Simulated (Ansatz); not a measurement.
# CdS (Hawleyite) (F-43m) in Ansatz: notebook

One crystal, CdS (Hawleyite), is run at these levels: PBEsol+D4, PBE; tasks: relaxation of cell and atoms, single point.

All numbers are computed with Ansatz 0.2.0; they aren't measurements. Logs are shortened: lines on timing, memory, paths and dates and some standing lists are left out, and cuts for length are marked.

## Step 1: The structure

Symmetry: F-43m, No. 216, cubic system. Conventional cell: a = 5.833 Å, b = 5.833 Å, c = 5.833 Å, α = 90.00°, β = 90.00°, γ = 90.00°. Around Cd (site symmetry -43m) lie 4 S at 2.53 Å. Around S (site symmetry -43m) lie 4 Cd at 2.53 Å.

## Step 2: Relaxation of cell and atoms, PBEsol+D4

Contents of input.yaml:

```yaml
crystal:
  lattice:
    - [0.0, 2.9165, 2.9165]
    - [2.9165, 0.0, 2.9165]
    - [2.9165, 2.9165, 0.0]
  atoms:
    - { symbol: Cd, position: [0.0, 0.0, 0.0] }
    - { symbol: S, position: [0.75, 0.75, 0.75] }
kpoints:
  mp_grid: { grid: [8, 8, 8] }
scf:
  occupations: { method: fermi_dirac, width: 0.05 }
hamiltonian:
  xc: pbesol
  dispersion: d4
  pseudopotentials: { kind: all_electron, lapw: { basis_error: 0.001 } }
output:
  forces: true
  stress: true
relax:
  f_tol: 0.02
  max_steps: 60
  cell: {}
```

Potentials or basis: all-electron LAPW, scalar-relativistic.

Started as:

```console
> ansatz run input.yaml --threads 1 --pin off --max-ram 3072MiB --backend cpu --events-out ev --progress --plain --runs-dir out
```

The program printed:

```text
Warning: RAYON_NUM_THREADS=1 ignored (pool sized by the plan → 1); use --threads N
The last accepted step is kept in <dir> (removed where the run ends without a failure and the disk answers)
LAPW: plane waves up to 8.334 Å⁻¹, error target 1.0e-3 eV per atom; small_component_spin mean_spin; S in spheres of 1.063 Å, 14 of its electrons in bands, Dirac shells []; Cd in spheres of 1.387 Å, 20 of its electrons in bands, Dirac shells [] (how accurate: hamiltonian.pseudopotentials.lapw.basis_error, Limitations)
Engine: ansatz 0.2.0, aarch64-unknown-linux-gnu
Pseudopotentials: kind: all_electron
Pseudopotential: Cd, LAPW, valence charge 20, lapw/all_electron/scalar/gaussian/Cd, Koelling and Harmon's equation, gaussian nucleus
Pseudopotential: S, LAPW, valence charge 14, lapw/all_electron/scalar/gaussian/S, Koelling and Harmon's equation, gaussian nucleus
Functional definition: PBEsol
  exchange = pbesol_x
  correlation = pbesol_c
Crystal: 2 atoms, lattice volume = 49.615 Å³
Basis set: ecut = 264.6527333152746 eV, 531 PW (Γ), exchange–correlation at level 2
Bands: 21, of which v1, the nominal top of the filled ones, is band 17 counted from 1 (16 counted from 0)
Symmetry: 24 space group operations
Space group: F-43m (ITA 216), of the structure as read, at distance tolerance 3.7e-5 Å
k-points: 29 of 512 (time reversal used)
Non-local potential: Cd, projectors of the file, none
Non-local potential: S, projectors of the file, none
Initial density: superposition of atomic densities (chi_scale 0.1, normalization cell, long waves kept (reshape's long-wave potential 0.00 eV rms))
Initial wavefunctions: plane waves of lowest kinetic energy (no species holds an atomic orbital)
Functional: x = pbesol(κ = 0.804, μ = 0.12345679012345678), c = pbesol(β = 0.046)
iter 1 solved again at ethr=3.93e-3 eV; its pass at ethr=1.00e-1 eV (dr2=1.34e0 eV) is discarded
SCF iter   1: F=—  HF=-163012.730832 eV  |F-HF|=—  |Δ(HF+E_count)|=         —  Δρ=3.66e-2  dr2=1.34e0  ethr=3.93e-3  ⟨swp⟩=2.0  Hψ=4187  notcnv=0
preconditioner: auto → none  [insulator: Δε(μ)=1.570 eV  Ē_g=11.849 eV  σ=0.050 eV  W_gap=1.00  n_scr=14 (ndim 8)  ℏωp=22.4 eV  f_vac=0.145  D(μ)=0.00/eV (n_scr^D=0)  ε∞_Penn≈4.6]
iter 2 solved again at ethr=1.77e-4 eV; its pass at ethr=3.93e-3 eV (dr2=6.01e-2 eV) is discarded
SCF iter   2: F=—  HF=-163012.282209 eV  |F-HF|=—  |Δ(HF+E_count)|=   4.49e-1  Δρ=1.19e-2  dr2=6.01e-2  ethr=1.77e-4  ⟨swp⟩=2.0  Hψ=3201  notcnv=0
SCF iter   3: F=—  HF=-163012.223316 eV  |F-HF|=—  |Δ(HF+E_count)|=   5.89e-2  Δρ=5.53e-3  dr2=1.25e-2  ethr=1.77e-4  ⟨swp⟩=3.0  Hψ=1838  notcnv=0
SCF iter   4: F=—  HF=-163012.221071 eV  |F-HF|=—  |Δ(HF+E_count)|=         —  Δρ=1.17e-3  dr2=5.95e-4  ethr=3.68e-5  ⟨swp⟩=2.0  Hψ=1655  notcnv=0
the basis was enlarged: its passes take 37.3 KiB over the memory plan, 1 of 1 planned eigensolver slots
SCF iter   5: F=—  HF=-163012.220571 eV  |F-HF|=—  |Δ(HF+E_count)|=   5.00e-4  Δρ=1.81e-4  dr2=1.05e-5  ethr=1.75e-6  ⟨swp⟩=2.0  Hψ=1655  notcnv=0
SCF iter   6: F=—  HF=-163012.220577 eV  |F-HF|=—  |Δ(HF+E_count)|=   6.10e-6  Δρ=2.94e-5  dr2=3.01e-7  ethr=3.09e-8  ⟨swp⟩=3.0  Hψ=1739  notcnv=0
SCF iter   7: F=-163012.220578 eV  HF=-163012.220578 eV  |F-HF|=2.50e-9  |Δ(HF+E_count)|=   5.75e-7  Δρ=3.08e-6  dr2=3.59e-9  ethr=8.85e-10  ⟨swp⟩=3.0  Hψ=1770  notcnv=0
SCF 1 converged in 7 iterations: F = -163012.220578 eV  dr2 = 3.59e-9
relax step   1: F+E_penalty+E_count = -163012.22057764 eV  Δ(F+E_penalty+E_count) = +0.000e0 eV  max|allowed force component| = 1.619e-16 eV/Å  Δτ_max = 0.0000 Å  P = -1.399 GPa  Ω = 49.615 Å³  (7 SCF iters, accepted)
Crystal: 2 atoms, lattice volume = 48.512 Å³
Basis set: ecut = 268.64860299593863 eV, 531 PW (Γ), exchange–correlation at level 2
Initial density: handed on by an earlier stage of this run
Initial wavefunctions: those handed on with the density
iter 1 solved again at ethr=2.63e-7 eV; its pass at ethr=1.00e-1 eV (dr2=8.94e-5 eV) is discarded
SCF iter   1: F=—  HF=-163012.225575 eV  |F-HF|=—  |Δ(HF+E_count)|=         —  Δρ=2.87e-4  dr2=8.10e-5  ethr=2.63e-7  ⟨swp⟩=4.0  Hψ=3295  notcnv=0
preconditioner: auto → none  [insulator: Δε(μ)=1.045 eV  Ē_g=12.365 eV  σ=0.050 eV  W_gap=1.00  n_scr=14 (ndim 8)  ℏωp=22.6 eV  f_vac=0.180  D(μ)=0.00/eV (n_scr^D=0)  ε∞_Penn≈4.3]
SCF iter   2: F=—  HF=-163012.225562 eV  |F-HF|=—  |Δ(HF+E_count)|=   1.39e-5  Δρ=1.12e-4  dr2=1.00e-5  ethr=2.38e-7  ⟨swp⟩=2.0  Hψ=1655  notcnv=0
SCF iter   3: F=—  HF=-163012.225563 eV  |F-HF|=—  |Δ(HF+E_count)|=   1.46e-6  Δρ=5.54e-5  dr2=2.76e-6  ethr=2.94e-8  ⟨swp⟩=3.0  Hψ=1742  notcnv=0
iter 4 solved again at ethr=1.38e-10 eV; its pass at ethr=8.10e-9 eV (dr2=4.70e-8 eV) is discarded
SCF iter   4: F=-163012.225562 eV  HF=-163012.225562 eV  |F-HF|=4.60e-8  |Δ(HF+E_count)|=   8.47e-7  Δρ=1.12e-5  dr2=4.74e-8  ethr=1.38e-10  ⟨swp⟩=2.0  Hψ=2907  notcnv=0
SCF 2 converged in 4 iterations: F = -163012.225562 eV  dr2 = 4.74e-8
relax step   2: F+E_penalty+E_count = -163012.22556217 eV  Δ(F+E_penalty+E_count) = -4.985e-3 eV  max|allowed force component| = 9.946e-17 eV/Å  Δτ_max = 0.0000 Å  P = -0.020 GPa  Ω = 48.512 Å³  (4 SCF iters, accepted)
iter 1 solved again at ethr=1.39e-10 eV; its pass at ethr=1.00e-1 eV (dr2=4.74e-8 eV) is discarded
SCF iter   1: F=—  HF=-163012.225563 eV  |F-HF|=—  |Δ(HF+E_count)|=         —  Δρ=1.12e-5  dr2=4.75e-8  ethr=1.39e-10  ⟨swp⟩=5.1  Hψ=3142  notcnv=0
preconditioner: auto → none  [insulator: Δε(μ)=1.049 eV  Ē_g=12.362 eV  σ=0.050 eV  W_gap=1.00  n_scr=14 (ndim 8)  ℏωp=22.6 eV  f_vac=0.182  D(μ)=0.00/eV (n_scr^D=0)  ε∞_Penn≈4.3]
SCF iter   2: F=-163012.225563 eV  HF=-163012.225563 eV  |F-HF|=2.09e-8  |Δ(HF+E_count)|=   6.25e-8  Δρ=5.81e-6  dr2=1.56e-8  ethr=1.39e-10  ⟨swp⟩=3.0  Hψ=1711  notcnv=0
SCF 3 converged in 2 iterations: F = -163012.225563 eV  dr2 = 1.56e-8
relax step   3: F+E_penalty+E_count = -163012.22556278 eV  Δ(F+E_penalty+E_count) = -6.114e-7 eV  max|allowed force component| = 7.633e-17 eV/Å  Δτ_max = 0.0000 Å  P = -0.020 GPa  Ω = 48.512 Å³  stress off target by 1.98e-2 GPa  SCF on the basis re-selected at this cell (its energy is not comparable with the rows above)  (2 SCF iters)
basis re-selected at this cell: Δ(F+E_penalty+E_count) = -6.114e-7 eV, ΔP = +0.000 GPa vs the last step (what re-selecting the basis moved, after the strain that the cell walked since its last selection, with what the two solves' SCF thresholds leave and, on support functions, any second-order correction that the steps lacked; it is no measure of the basis error at this ecutwfc). This SCF's stress stands 1.98e-2 GPa from its target on what of the cell is left free (relax.cell.stress_tol is 5.00e-2 GPa) and its largest allowed force component is 7.63e-17 eV/Å (relax.f_tol is 2.00e-2 eV/Å): within both
SCF converged after 2 iterations
Free energy (F): -163012.225563 eV
Harris-Foulkes:  -163012.225563 eV  (|F-HF|=2.09e-8)
Internal energy: -163012.225563 eV  (E = F + TS)
E sigma→0 (E₀):  -163012.225563 eV
Entropy (-TS):   -0.000000 eV (-0.000 meV/atom)
Fermi energy:    8.546113 eV
--- Per-component energies (eV) ---
  E_band       = -1719.746355
  E_kinetic    = 170282.438028
  E_xc         = -4819.031249
  E_electrostatic = -328475.253333  (all electrons and nuclei)
  E_disp       = -0.379008  (pairwise vdW)
  E_smearing   = -0.000000  (= −TS)
  E_closure    = 0.000000  (closes the sum)
  E_atoms      = -163005.034092  (free atoms, spherical and without spin; not in F)
  Σ components = -163012.225563   (vs F -163012.225563, Δ=0.00e0)
  Basis errors (estimates in eV, not in F): energy 4.5e-4 per atom: plane waves 4.2e-4 (2.5e-4 summed), levels above the bands 2.0e-53, relativity 6.0e-9, radial functions 3.6e-5, core shells 6.5e-7; eigenvalues (radial functions only) 5.6e-7; not estimated: angular momenta, meshes, grids; target (lapw.basis_error) 1.0e-3; muffin-tin radii S 1.055 Å, Cd 1.377 Å
--- Forces (eV/Å), atoms counted from 1 ---
  atom   1  Cd     0.00000000    -0.00000000    -0.00000000
  atom   2  S     -0.00000000     0.00000000     0.00000000
  max |Σ_I F_I| component: 4.63e-18 eV/Å
--- Stress (GPa, compression-positive) ---
       -0.019812      -0.000000       0.000000
       -0.000000      -0.019812       0.000000
        0.000000       0.000000      -0.019812
  P = ⅓ Tr σ = -0.0198 GPa (-0.198 kbar)
--- Relaxed structure (2 steps of the walk, 2 accepted, 1 SCFs on fresh bases) ---
  F+E_penalty+E_count = -163012.22556278 eV   max|allowed force component| = 7.633e-17 eV/Å   (the final SCF, on the basis selected at the relaxed cell)
  cell:  # Å, volume = 48.5125 Å³
    - [1.630519050526589e-33, 2.8947287824570584, 2.8947287824570584]
    - [2.8947287824570584, 3.7705753043427365e-33, 2.8947287824570584]
    - [2.8947287824570584, 2.8947287824570584, 8.152595252632941e-34]
  atoms:
    - { symbol: Cd, position: [-8.14439773042205e-34, 6.383446869790255e-34, 6.823684584948204e-34] }
    - { symbol: S, position: [0.75, 0.75, 0.75] }
```

Run time: 22 s. Hardware: 1 thread of Arm Neoverse V1, shared host; peak memory 0.28 GiB.

What came out:

- Free energy: -163012.2256 eV
- Relaxed volume: 24.26 Å³/atom
- Relaxed cell: a = 4.094 Å, b = 4.094 Å, c = 4.094 Å, α = 60.00°, β = 60.00°, γ = 60.00°
- Space group after relaxing (to 0.05 Å): F-43m (No. 216)
- Energy gained by relaxing: 2.5 meV/atom
- Ionic steps: 3
- Pressure after relaxing: 0.0 GPa
- Band gap on the k mesh: 1.05 eV

Step by step:
```csv
step,energy change (eV),largest force (eV/Å),volume (Å³)
1,0.0000,0.0000,49.62
2,-0.0050,0.0000,48.51
3,-0.0050,0.0000,48.51
```

Final structure:
```xyz
2
Lattice="0.0000 2.8947 2.8947 2.8947 0.0000 2.8947 2.8947 2.8947 0.0000" Properties=species:S:1:pos:R:3 pbc="T T T"
Cd    0.0000    0.0000    0.0000
S     4.3421    4.3421    4.3421
```

## Step 3: Single point, PBE (the cell as VASP's run set it)

Contents of input.yaml:

```yaml
crystal:
  lattice:
    - [4.12455385, 0.0, 0.0]
    - [2.062276925, 3.5719684134, 0.0]
    - [2.062276925, 1.1906561378, 3.3676841164]
  atoms:
    - { symbol: Cd, position: [0.0, 0.0, 0.0] }
    - { symbol: S, position: [0.75, 0.75, 0.75] }
kpoints:
  mp_grid: { grid: [8, 8, 8] }
scf:
  occupations: { method: gaussian, width: 0.1 }
hamiltonian:
  xc: pbe
  pseudopotentials: { kind: all_electron, lapw: { basis_error: 0.001 } }
output:
  forces: true
  stress: true
  eigenvalues: true
```

Potentials or basis: all-electron LAPW, scalar-relativistic.

Started as:

```console
> ansatz run input.yaml --threads 1 --pin off --max-ram 3072MiB --backend cpu --events-out ev --progress --plain --runs-dir out
```

The program printed:

```text
Warning: RAYON_NUM_THREADS=1 ignored (pool sized by the plan → 1); use --threads N
LAPW: plane waves up to 8.043 Å⁻¹, error target 1.0e-3 eV per atom; small_component_spin mean_spin; S in spheres of 1.096 Å, 14 of its electrons in bands, Dirac shells []; Cd in spheres of 1.430 Å, 20 of its electrons in bands, Dirac shells [] (how accurate: hamiltonian.pseudopotentials.lapw.basis_error, Limitations)
[... 4 set-up lines as earlier in the session ...]
Functional definition: PBE
  parameter kappa = 0.804
  parameter beta = 0.06672455060314922
  exchange = pbe_x(kappa = kappa, mu = beta*pi^2/3)
  correlation = pbe_c(beta = beta)
Crystal: 2 atoms, lattice volume = 49.615 Å³
Basis set: ecut = 246.46054094111517 eV, 411 PW (Γ), exchange–correlation at level 2
Bands: 21, of which v1, the nominal top of the filled ones, is band 17 counted from 1 (16 counted from 0)
[... 2 set-up lines as earlier in the session ...]
k-points: 29 of 512 (time reversal used)
[... 4 set-up lines as earlier in the session ...]
Functional: x = pbe(κ = 0.804, μ = 0.2195149727645171), c = pbe(β = 0.06672455060314922)
iter 1 solved again at ethr=4.30e-3 eV; its pass at ethr=1.00e-1 eV (dr2=1.46e0 eV) is discarded
SCF iter   1: F=—  HF=-163099.952944 eV  |F-HF|=—  |Δ(HF+E_count)|=         —  Δρ=3.81e-2  dr2=1.46e0  ethr=4.30e-3  ⟨swp⟩=2.0  Hψ=4171  notcnv=0
preconditioner: auto → none  [insulator: Δε(μ)=1.736 eV  Ē_g=11.964 eV  σ=0.100 eV  W_gap=1.00  n_scr=14 (ndim 8)  ℏωp=22.4 eV  f_vac=0.141  D(μ)=0.00/eV (n_scr^D=0)  ε∞_Penn≈4.5]
iter 2 solved again at ethr=1.56e-4 eV; its pass at ethr=4.30e-3 eV (dr2=5.31e-2 eV) is discarded
SCF iter   2: F=—  HF=-163099.462914 eV  |F-HF|=—  |Δ(HF+E_count)|=   4.90e-1  Δρ=1.14e-2  dr2=5.31e-2  ethr=1.56e-4  ⟨swp⟩=2.0  Hψ=3207  notcnv=0
SCF iter   3: F=—  HF=-163099.407759 eV  |F-HF|=—  |Δ(HF+E_count)|=   5.52e-2  Δρ=5.40e-3  dr2=1.27e-2  ethr=1.56e-4  ⟨swp⟩=3.0  Hψ=1878  notcnv=0
SCF iter   4: F=—  HF=-163099.407850 eV  |F-HF|=—  |Δ(HF+E_count)|=         —  Δρ=1.30e-3  dr2=7.48e-4  ethr=3.72e-5  ⟨swp⟩=2.0  Hψ=1676  notcnv=0
the basis was enlarged: its passes take 82.4 KiB over the memory plan, 1 of 1 planned eigensolver slots
SCF iter   5: F=—  HF=-163099.407488 eV  |F-HF|=—  |Δ(HF+E_count)|=   3.63e-4  Δρ=1.99e-4  dr2=1.44e-5  ethr=2.20e-6  ⟨swp⟩=2.0  Hψ=1676  notcnv=0
SCF iter   6: F=—  HF=-163099.407507 eV  |F-HF|=—  |Δ(HF+E_count)|=   1.93e-5  Δρ=3.52e-5  dr2=4.70e-7  ethr=4.24e-8  ⟨swp⟩=3.0  Hψ=1782  notcnv=0
SCF iter   7: F=-163099.407509 eV  HF=-163099.407508 eV  |F-HF|=8.64e-9  |Δ(HF+E_count)|=   1.34e-6  Δρ=4.05e-6  dr2=6.68e-9  ethr=1.38e-9  ⟨swp⟩=3.0  Hψ=1844  notcnv=0
SCF 1 converged in 7 iterations: F = -163099.407509 eV  dr2 = 6.68e-9
SCF converged after 7 iterations
Free energy (F): -163099.407509 eV
Harris-Foulkes:  -163099.407508 eV  (|F-HF|=8.64e-9)
Internal energy: -163099.407509 eV  (E = F + TS)
E sigma→0 (E₀):  -163099.407509 eV
Fermi energy:    8.325105 eV
--- Per-component energies (eV) ---
  E_band       = -1727.380819
  E_kinetic    = 170389.483752
  E_xc         = -4908.328188
  E_electrostatic = -328580.563073  (all electrons and nuclei)
  E_smearing   = -0.000000  (= −TS)
  E_closure    = 0.000000  (closes the sum)
  E_atoms      = -163093.279048  (free atoms, spherical and without spin; not in F)
  Σ components = -163099.407509   (vs F -163099.407509, Δ=0.00e0)
  Basis errors (estimates in eV, not in F): energy 4.4e-4 per atom: plane waves 4.1e-4 (2.4e-4 summed), levels above the bands 0.0e0, relativity 2.0e-8, radial functions 3.6e-5, core shells 2.2e-7; eigenvalues (radial functions only) 9.5e-7; not estimated: angular momenta, meshes, grids; target (lapw.basis_error) 1.0e-3; muffin-tin radii S 1.096 Å, Cd 1.430 Å
--- Forces (eV/Å), atoms counted from 1 ---
  atom   1  Cd    -0.00000000    -0.00000000     0.00000000
  atom   2  S      0.00000000     0.00000000    -0.00000000
  max |Σ_I F_I| component: 2.95e-17 eV/Å
--- Stress (GPa, compression-positive) ---
        2.883304      -0.000000       0.000000
        0.000000       2.883304      -0.000000
        0.000000      -0.000000       2.883304
  P = ⅓ Tr σ = 2.8833 GPa (28.833 kbar)
--- Band table (eV; the first three rows and the last of 29) ---
  k-point 0: bands = ["-196.7241", "-141.4981", "-141.4981", "-141.4981", "-93.5579", "-54.6285", "-54.6285", "-54.6285", "-4.6170", "0.0244", "0.0244", "0.0244", "0.5043", "0.5043", "7.7476", "7.7476", "7.7476", "8.8931", "14.2778", "14.2778", "14.2778"]
  k-point 1: bands = ["-196.7241", "-141.4981", "-141.4981", "-141.4981", "-93.5578", "-54.6286", "-54.6285", "-54.6285", "-4.5546", "0.0469", "0.0469", "0.0781", "0.5032", "0.5032", "6.7269", "7.6260", "7.6260", "9.7290", "14.0178", "14.4754", "14.4754"]
  k-point 2: bands = ["-196.7241", "-141.4981", "-141.4981", "-141.4981", "-93.5578", "-54.6288", "-54.6286", "-54.6286", "-4.4031", "0.0956", "0.0956", "0.2710", "0.5085", "0.5085", "5.2596", "7.3519", "7.3519", "10.5282", "14.0216", "14.7802", "14.7802"]
  k-point 28: bands = ["-196.7241", "-141.4981", "-141.4981", "-141.4981", "-93.5578", "-54.6290", "-54.6289", "-54.6288", "-4.0589", "0.2565", "0.2771", "0.4651", "0.5115", "1.1343", "3.8531", "5.4865", "5.5645", "13.1726", "13.1774", "14.9747", "15.7802"]
```

Run time: 8.7 s. Hardware: 1 thread of Arm Neoverse V2, shared host; peak memory 0.27 GiB.

Results:

```
Free energy            : -163099.4075 eV
Pressure               : 2.9 GPa
Band gap on the k mesh : 1.15 eV, direct
```

## Step 4: Single point, PBE (strain_z = 0)

Contents of input.yaml:

```yaml
crystal:
  lattice:
    - [0.0, 2.9165, 2.9165]
    - [2.9165, 0.0, 2.9165]
    - [2.9165, 2.9165, 0.0]
  atoms:
    - { symbol: Cd, position: [0.0, 0.0, 0.0] }
    - { symbol: S, position: [0.75, 0.75, 0.75] }
kpoints:
  mp_grid: { grid: [8, 8, 8] }
scf:
  occupations: { method: fermi_dirac, width: 0.05 }
hamiltonian:
  xc: pbe
  pseudopotentials: { kind: all_electron, lapw: { basis_error: 0.001 } }
output:
  forces: true
  stress: true
  eigenvalues: true
```

Started as:

```console
> ansatz run input.yaml --threads 1 --pin off --max-ram 3072MiB --backend cpu --events-out ev --progress --plain --runs-dir out
```

It took 11 s on 1 thread of Arm Neoverse V1, shared host; peak memory 0.27 GiB.

It converged, with:

| Item | Value |
| --- | --- |
| Free energy | -163099.4075 eV |
| Pressure | 2.9 GPa |
| Band gap on the k mesh | 1.15 eV, direct |

Levels at points of the mesh, in eV from the valence-band top:
```tsv
k point	band 13	band 14	band 15	band 16	band 17	band 18	band 19	band 20	band 21
(0.00, 0.00, 0.00)	-7.24	-7.24	0.00	0.00	0.00	1.15	6.53	6.53	6.53
(0.00, 0.00, -0.50)	-7.21	-6.86	-4.39	-0.75	-0.75	3.01	7.00	7.00	7.46
(0.00, -0.50, -0.50)	-7.16	-6.80	-3.95	-1.88	-1.88	3.56	4.36	9.19	10.78
```

## Step 5: The runs side by side

```tsv
task	level	cell	cutoff (eV)	smearing	gap on the mesh (eV)	pressure (GPa)
relaxation of cell and atoms	PBEsol+D4	relaxed	-	fermi-dirac 0.05 eV	1.05	0.0
single point	PBE	the cell as VASP's run set it	246	gaussian 0.1 eV	1.15	2.9
single point	PBE	strain_z = 0	246	fermi-dirac 0.05 eV	1.15	2.9
```

Alike in all rows: potentials or basis all-electron LAPW, scalar-relativistic; no spin polarisation; k mesh 8 × 8 × 8; basis error allowed 0.001 eV/atom.

Compare energies only between runs with the same functional and basis.
